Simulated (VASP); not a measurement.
Wanted: the native input for a VASP 6.6.1 run.

```yaml
Task: single point
Functional: PBEsol
Potentials_or_basis: VASP PAW PBE potentials, release 64 (Ta_pv, N)
Cutoff: 520 eV
k_mesh: 7 × 7 × 7
Occupations: gaussian, width 0.05 eV
Spin: collinear spin, zero start
Starting_moments: "[0.0, 0.0] μB"
Further_INCAR_settings: ALGO = Normal; EDIFF = 1e-06; NBANDS = 19
```

The structure of TaN lies in POSCAR:

```
TaN
1.0
    0.0000000000      2.4911437700      2.4911437700
    2.4911437700      0.0000000000      2.4911437700
    2.4911437700      2.4911437700      0.0000000000
Ta N
1 1
Direct
    0.0000000000      0.0000000000      0.0000000000
    0.2500000000      0.2500000000      0.2500000000
```

The cell comes from a database or a generator and needn't be the stable form of this composition.

One way to write it, as run:

INCAR

```
ALGO     = Normal         # electronic algorithm
EDIFF    = 1E-6           # SCF threshold, eV
ENCUT    = 520            # plane-wave cutoff, eV
GGA      = PS             # functional
ISIF     = 2              # what is computed and relaxed
ISMEAR   = 0              # smearing method
ISPIN    = 2              # spin polarisation
LASPH    = True           # aspherical terms in the spheres
LCHARG   = False          # write CHGCAR
LMAXMIX  = 4              # l up to which the mixer works
LORBIT   = 11             # projections on sites
LREAL    = False          # projectors in reciprocal space
LWAVE    = False          # write WAVECAR
MAGMOM   = 0 0            # initial moments
NBANDS   = 19             # bands
NELM     = 60             # most SCF steps
PREC     = Accurate       # precision mode
SIGMA    = 0.05           # smearing width, eV
```

KPOINTS

```
k-points
0
Gamma
  7 7 7
```

Potentials or basis: VASP PAW PBE potentials, release 64 (Ta_pv, N).

The run is started by

```bash
$ cat potpaw_PBE.64/Ta_pv/POTCAR potpaw_PBE.64/N/POTCAR > POTCAR
$ mpirun -np 1 vasp_std > vasp.out
```

It gave:

* Pressure: -30.5 GPa
* Band gap on the k mesh: none (metal or under the smearing width)
* Net moment: 0.00 μB per cell
* Valence electrons inside the program's atomic spheres: Ta 8.66; N 3.66

Caveat: a pressure of tens of GPa on the cell as given is suspect, and the run, the potentials or the cell itself is likely at fault; the PAW data sets were made with another functional, which shifts forces and pressure a little.

Wall time 12 s on 1 thread of Intel(R) Xeon(R) 6975P-C (Granite Rapids), with other jobs on the host, peak memory 0.18 GiB.
